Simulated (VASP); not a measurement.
# NiO (F-43m) in VASP: reference runs

Aim: a first look at NiO with PBE, on the cell as given and on a disturbed one.

Program: VASP 6.6.1. These are calculated values, not measurements. Logs are shortened: lines on timing, memory, paths and dates and some standing lists are left out, and cuts for length are marked.

**1. Starting point**

Symmetry: F-43m, No. 216, cubic system. The conventional cell has a = 4.481 Å, b = 4.481 Å, c = 4.481 Å, α = 90.00°, β = 90.00°, γ = 90.00°. Ni (site symmetry -43m) is surrounded by 4 O at 1.94 Å. Around O (site symmetry -43m) lie 4 Ni at 1.94 Å.

The cell was built by a generator and needn't be a form met in nature.

**2. Single point, PBE, collinear spin, ferromagnetic start**

INCAR

```
PREC = Accurate ; ENCUT = 520
EDIFF = 1E-7 ; ISMEAR = -1
SIGMA = 0.05 ; LREAL = F
LASPH = T ; NELM = 120
ALGO = Normal ; ISIF = 2
LWAVE = F ; LCHARG = T
ISPIN = 2 ; MAGMOM = 1 0
LORBIT = 11 ; LMAXMIX = 4
GGA = PE ; LELF = T
LVHAR = T ; NBANDS = 19
```

KPOINTS

```
regular mesh
0
Gamma
  10 10 10
```

POSCAR

```
NiO
1.0
    0.0000000000      2.2406300000      2.2406300000
    2.2406300000      0.0000000000      2.2406300000
    2.2406300000      2.2406300000      0.0000000000
Ni O
1 1
Direct
    0.0000000000      0.0000000000      0.0000000000
    0.7500000000      0.7500000000      0.7500000000
```

Potentials or basis: VASP PAW PBE potentials, release 64 (Ni, O).

Command:

```
> cat potpaw_PBE.64/Ni/POTCAR potpaw_PBE.64/O/POTCAR > POTCAR
> mpirun -np 1 vasp_std > vasp.out
```

OUTCAR:

```text
PREC = Accurate
   ENCUT = 520
   EDIFF = 1E-7
   ISMEAR = -1
   LREAL = F
   LASPH = T
   NELM = 120
   ISIF = 2
   ISPIN = 2
   LORBIT = 11
   GGA = PE

 ion  position               nearest neighbor table
   1  0.000  0.000  0.000-   2 1.94   2 1.94   2 1.94   2 1.94
   2  0.750  0.750  0.750-   1 1.94   1 1.94   1 1.94   1 1.94

  LATTYP: Found a face centered cubic cell.
 ALAT       =     4.4812600000

  Lattice vectors:

 A1 = (   0.0000000000,   2.2406300000,   2.2406300000)
 A2 = (   2.2406300000,   0.0000000000,   2.2406300000)
 A3 = (   2.2406300000,   2.2406300000,   0.0000000000)

Analysis of symmetry for initial positions (statically):
=====================================================================
 Subroutine PRICEL returns:
 Original cell was already a primitive cell.

 Routine SETGRP: Setting up the symmetry group for a
 face centered cubic supercell.

 Subroutine GETGRP returns: Found 24 space group operations
 (whereof 24 operations were pure point group operations)
 out of a pool of 48 trial point group operations.

The static configuration has the point symmetry T_d .

Analysis of symmetry for dynamics (positions and initial velocities):
=====================================================================
 Subroutine PRICEL returns:
 Original cell was already a primitive cell.

 Routine SETGRP: Setting up the symmetry group for a
 face centered cubic supercell.

 Subroutine GETGRP returns: Found 24 space group operations
 (whereof 24 operations were pure point group operations)
 out of a pool of 48 trial point group operations.

The dynamic configuration has the point symmetry T_d .

Analysis of structural, dynamic, and magnetic symmetry:
=====================================================================
 Subroutine PRICEL returns:
 Original cell was already a primitive cell.

 Routine SETGRP: Setting up the symmetry group for a
 face centered cubic supercell.

 Subroutine GETGRP returns: Found 24 space group operations
 (whereof 24 operations were pure point group operations)
 out of a pool of 48 trial point group operations.

The overall configuration has the point symmetry T_d .

 Subroutine INISYM returns: Found 24 space group operations
 (whereof 24 operations are pure point group operations),
 and found     1 'primitive' translations

----------------------------------------------------------------------------------------

                                     Primitive cell

  volume of cell :      22.4978

  direct lattice vectors                    reciprocal lattice vectors
     0.000000000  2.240630000  2.240630000    -0.223151524  0.223151524  0.223151524
     2.240630000  0.000000000  2.240630000     0.223151524 -0.223151524  0.223151524
     2.240630000  2.240630000  0.000000000     0.223151524  0.223151524 -0.223151524

  length of vectors
     3.168729334  3.168729334  3.168729334     0.386509778  0.386509778  0.386509778

  position of ions in fractional coordinates (direct lattice)
     0.000000000  0.000000000  0.000000000
     0.750000000  0.750000000  0.750000000

  ion indices of the primitive-cell ions
   primitive index   ion index
                 1           1
                 2           2

----------------------------------------------------------------------------------------

 KPOINTS: regular mesh

Automatic generation of k-mesh.
 Grid dimensions read from file:
 generate k-points for:   10   10   10

 Generating k-lattice:

  Cartesian coordinates                     Fractional coordinates (reciprocal lattice)
    -0.022315152  0.022315152  0.022315152     0.100000000  0.000000000  0.000000000
     0.022315152 -0.022315152  0.022315152     0.000000000  0.100000000  0.000000000
     0.022315152  0.022315152 -0.022315152     0.000000000  0.000000000  0.100000000

  Length of vectors
     0.038650978  0.038650978  0.038650978

  Shift w.r.t. Gamma in fractional coordinates (k-lattice)
     0.000000000  0.000000000  0.000000000

 Subroutine IBZKPT returns following result:
 ===========================================

 Found     47 irreducible k-points:

 Following reciprocal coordinates:
            Coordinates               Weight
  0.000000  0.000000  0.000000      1.000000
  0.100000  0.000000  0.000000      8.000000
  0.200000  0.000000  0.000000      8.000000
  0.300000  0.000000  0.000000      8.000000
  0.400000  0.000000  0.000000      8.000000
  0.500000  0.000000  0.000000      4.000000
[... 16 lines left out ...]
  0.300000  0.300000  0.000000      6.000000
  0.400000  0.300000  0.000000     24.000000
 [... further k-points ...]
   k-points           NKPTS =     47   k-points in BZ     NKDIM =     47   number of bands    NBANDS=     19
   number of dos      NEDOS =    301   number of ions     NIONS =      2
   total plane-waves  NPLWV =  13824
   dimension x,y,z NGX =    24 NGY =   24 NGZ =   24
   dimension x,y,z NGXF=    48 NGYF=   48 NGZF=   48
   ions per type =               1   1
   NGX,Y,Z   is equivalent  to a cutoff of  12.59, 12.59, 12.59 a.u.
   NGXF,Y,Z  is equivalent  to a cutoff of  25.18, 25.18, 25.18 a.u.
 SYSTEM =  unknown system
   PREC   = accura    normal or accurate (medium, high low for compatibility)
   ISTART =      0    job   : 0-new  1-cont  2-samecut
   ICHARG =      2    charge: 1-file 2-atom 10-const
   ISPIN  =      2    spin polarized calculation?
   LNONCOLLINEAR =      F non collinear calculations
   LSORBIT =      F    spin-orbit coupling
   LASPH  =      T    aspherical Exc in radial PAW
   ENCUT  =  520.0 eV  38.22 Ry    6.18 a.u.   5.89  5.89  5.89*2*pi/ulx,y,z
   NELM   =    120;   NELMIN=  2; NELMDL= -5     # of ELM steps
   EDIFF  = 0.1E-06   stopping-criterion for ELM
   LREAL  =      F    real-space projection
   EDIFFG = 0.1E-05   stopping-criterion for IOM
   NSW    =      0    number of steps for IOM
   IBRION =     -1    ionic relax: 0-MD 1-quasi-New 2-CG
   NFREE  =      0    steps in history (QN), initial steepest desc. (CG)
   ISIF   =      2    stress and relaxation
   ISYM   =      2    0-nonsym 1-usesym 2-fastsym
   POTIM  = 0.5000    time-step for ionic-motion
   TEBEG  =    0.0;   TEEND  =   0.0 temperature during run
   PSTRESS=    0.0 pullay stress
   NELECT =      16.0000    total number of electrons
   NUPDOWN=      -1.0000    fix difference up-down
   EMIN   =  10.00;   EMAX   =-10.00  energy-range for DOS
   EFERMI =   0.00;   METHOD = LEGACY
   ISMEAR =    -1;   SIGMA  =   0.05  broadening in eV -4-tet -1-fermi 0-gaus
   EFERMI_NEDOS =   21; number of points for ismear=-14 and -15
   IALGO  =     38    algorithm
   IMIX   =      4    mixing-type and parameters
     AMIX     =   0.40;   BMIX     =  1.00
     AMIX_MAG =   1.60;   BMIX_MAG =  1.00
  volume/ion in A,a.u.               =      11.25        75.91
  Fermi-wavevector in a.u.,A,eV,Ry     =   1.461284  2.761427 29.053220  2.135351
  Thomas-Fermi vector in A             =   2.577634
   LORBIT       =     11    0 simple, 1 ext, 2 COOP (PROOUT), +10 PAW based schemes
   GGA     = PE    functional components
   LHFCALC =     F    Hartree Fock is set to
   AEXX    =    0.0000 exact exchange contribution
   IVDW    =     0    specifies the selected vdW correction
   LEPSILON=     F    determine dielectric tensor
   LRPA    =     F    only Hartree local field effects (RPA)
 spin polarized calculation
  energy-cutoff  :      520.00
  volume of cell :       22.50
 maximum number of plane-waves:       620
   NGX = 11   NGY = 11   NGZ = 11

 number of electron      16.0000007 magnetization       1.9116164

 Free energy of the ion-electron system (eV)
  ---------------------------------------------------
  ext. energy  EPLUGINS =         0.00000000
  ---------------------------------------------------
  free energy    TOTEN  =       -11.60191189 eV

  energy without entropy =      -11.58620970  energy(sigma->0) =      -11.59406079

 E-fermi :   5.5947     XC(G=0): -11.2349

 val. band max:        5.5937944856   @ k =   0.4000   0.2000   0.1000
 cond. band min:       5.5987835679   @ k =   0.5000   0.4000   0.0000
 fundamental gap:      0.0049890823
 Fermi energy:         5.5946632559

 spin component 1

 k-point     1 :       0.0000    0.0000    0.0000
  band No.  band energies     occupation
      1     -14.3641      1.00000
      2      -0.3959      1.00000
      3      -0.3958      1.00000
      4      -0.3958      1.00000
      5       3.1695      1.00000
      6       3.1695      1.00000
[... 11 lines left out ...]
     18      28.6350      0.00000
     19      28.6350      0.00000
[... 485 lines left out ...]
 k-point    24 :       0.4000    0.3000    0.0000
  band No.  band energies     occupation
      1     -13.6828      1.00000
      2      -1.3200      1.00000
      3       0.1346      1.00000
      4       0.1779      1.00000
      5       2.6121      1.00000
      6       3.3669      1.00000
[... 11 lines left out ...]
     18      34.5182      0.00000
     19      34.9814      0.00000

 [... further k-points ...]

 spin component 2

 k-point     1 :       0.0000    0.0000    0.0000
  band No.  band energies     occupation
      1     -13.7645      1.00000
      2       0.6065      1.00000
      3       0.6065      1.00000
      4       0.6065      1.00000
      5       4.2297      1.00000
      6       4.2298      1.00000
[... 11 lines left out ...]
     18      28.8815      0.00000
     19      28.8816      0.00000
[... 485 lines left out ...]
 k-point    24 :       0.4000    0.3000    0.0000
  band No.  band energies     occupation
      1     -13.0333      1.00000
      2      -0.7295      1.00000
      3       0.9476      1.00000
      4       1.0200      1.00000
      5       3.9303      1.00000
      6       4.4756      1.00000
[... 11 lines left out ...]
     18      34.8193      0.00000
     19      35.2881      0.00000

 [... further k-points ...]

------------------------ aborting loop because EDIFF is reached ----------------------------------------

  FORCE on cell =-STRESS in cart. coord.  units (eV):
  Direction    XX          YY          ZZ          XY          YZ          ZX
  --------------------------------------------------------------------------------------
  -------------------------------------------------------------------------------------
  Total        0.0374686      0.0374686      0.0374686      0.0000000      0.0000000     -0.0000000
  in kB        2.6683155      2.6683155      2.6683155      0.0000000      0.0000000     -0.0000000
  external PRESSURE =       2.6683155 kB  Pullay stress =       0.0000000 kB

 VOLUME and BASIS-vectors are now :
 -----------------------------------------------------------------------------
  energy-cutoff  :      520.00
  volume of cell :       22.50
      direct lattice vectors                 reciprocal lattice vectors
     0.000000000  2.240630000  2.240630000    -0.223151524  0.223151524  0.223151524
     2.240630000  0.000000000  2.240630000     0.223151524 -0.223151524  0.223151524
     2.240630000  2.240630000  0.000000000     0.223151524  0.223151524 -0.223151524

 POSITION                                       TOTAL-FORCE (eV/Angst)
 -----------------------------------------------------------------------------------
      0.00000      0.00000      0.00000        -0.000000     -0.000000     -0.000000
      3.36095      3.36095      3.36095         0.000000      0.000000      0.000000
 -----------------------------------------------------------------------------------
    total drift:                               -0.000001     -0.000001     -0.000001

  FREE ENERGIE OF THE ION-ELECTRON SYSTEM (eV)
  ---------------------------------------------------
  free  energy   TOTEN  =       -11.6019118887 eV

  energy  without entropy=      -11.5862096960  energy(sigma->0) =      -11.59406079

 total charge

# of ion       s       p       d       tot
------------------------------------------
    1        0.380   0.479   8.241   9.100
    2        1.556   3.417   0.000   4.973
--------------------------------------------------
tot          1.936   3.896   8.241  14.073

 magnetization (x)

# of ion       s       p       d       tot
------------------------------------------
    1        0.003   0.039   1.453   1.496
    2        0.016   0.343   0.000   0.360
--------------------------------------------------
tot          0.020   0.382   1.453   1.855
```

It took 31 s on 1 thread of AMD EPYC 9R45 (Zen 5), shared host; peak memory 0.13 GiB.

Results:

```yaml
Free_energy: -11.6019 eV
Pressure: 0.3 GPa
Band_gap_on_the_k_mesh: none (metal or under the smearing width)
Net_moment: 1.91 μB per cell
Site_moments: Ni +1.50; O +0.36 μB
Valence_electrons_inside_the_program's_atomic_spheres: Ni 9.10; O 4.97
```

Levels at points of the mesh, in eV from the Fermi level:
Spin up:
| k point | band 6 | band 7 | band 8 | band 9 | band 10 | band 11 | band 12 | band 13 |
| --- | --- | --- | --- | --- | --- | --- | --- | --- |
| (0.00, 0.00, 0.00) | -2.43 | 0.16 | 0.16 | 0.16 | 0.44 | 14.28 | 14.28 | 14.28 |
| (0.50, 0.00, 0.00) | -2.36 | -2.36 | -0.66 | -0.66 | 5.87 | 7.31 | 13.79 | 13.79 |
| (0.50, 0.50, 0.00) | -2.15 | -1.86 | -1.86 | -1.76 | 5.39 | 9.96 | 11.18 | 14.55 |
Spin down:
| k point | band 3 | band 4 | band 5 | band 6 | band 7 | band 8 | band 9 | band 10 | band 11 | band 12 |
| --- | --- | --- | --- | --- | --- | --- | --- | --- | --- | --- |
| (0.00, 0.00, 0.00) | -4.99 | -4.99 | -1.36 | -1.36 | 0.74 | 1.76 | 1.76 | 1.76 | 14.54 | 14.54 |
| (0.50, 0.00, 0.00) | -4.75 | -4.75 | -1.16 | -1.16 | -0.75 | 0.85 | 0.85 | 6.18 | 7.81 | 14.12 |
| (0.50, 0.50, 0.00) | -4.40 | -4.40 | -1.53 | -1.06 | -0.75 | -0.10 | -0.10 | 5.87 | 10.60 | 11.43 |

Caveat: a cell with one magnetic atom can't hold antiferromagnetic order, which such compounds often take; semilocal functionals often make such compounds metallic where correlation or magnetic order opens a gap, which also shifts bond lengths.

(Continued in part 2 of 2.)
